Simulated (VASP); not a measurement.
A run of VASP 6.6.1 is set up as follows.

File INCAR:

```
ALGO = Normal
EDIFF = 1E-6
EDIFFG = -0.01
ENCUT = 600
GGA = PS
IBRION = 2
ISIF = 3
ISMEAR = 0
LASPH = True
LCHARG = False
LREAL = False
LWAVE = False
NELM = 80
NSW = 90
PREC = Accurate
SIGMA = 0.03
```

The input KPOINTS:

```
k-points
0
Gamma
  12 12 12
```

The input POSCAR:

```
CaO
1.0
    0.0000000000      2.4065000000      2.4065000000
    2.4065000000      0.0000000000      2.4065000000
    2.4065000000      2.4065000000      0.0000000000
Ca O
1 1
Direct
    0.0000000000      0.0000000000      0.0000000000
    0.5000000000      0.5000000000      0.5000000000
```

Potentials or basis: VASP PAW PBE potentials, release 64 (Ca_sv, O).

Run with:

```sh
$ cat potpaw_PBE.64/Ca_sv/POTCAR potpaw_PBE.64/O/POTCAR > POTCAR
$ mpirun -np 1 vasp_std > vasp.out
```

Task: Predict the relaxed cell.

Result: a = 3.376 Å, b = 3.376 Å, c = 3.376 Å, α = 60.00°, β = 60.00°, γ = 60.00°.

Task: Predict the relaxed volume.

Result: 13.61 Å³/atom.

Final structure:
```
Ca O
1.0
     0.00000    2.38733    2.38733
     2.38733    0.00000    2.38733
     2.38733    2.38733    0.00000
Ca O
1 1
Direct
  0.00000 0.00000 0.00000
  0.50000 0.50000 0.50000
```

Caveat: the PAW data sets were made with another functional, which shifts forces and pressure a little.
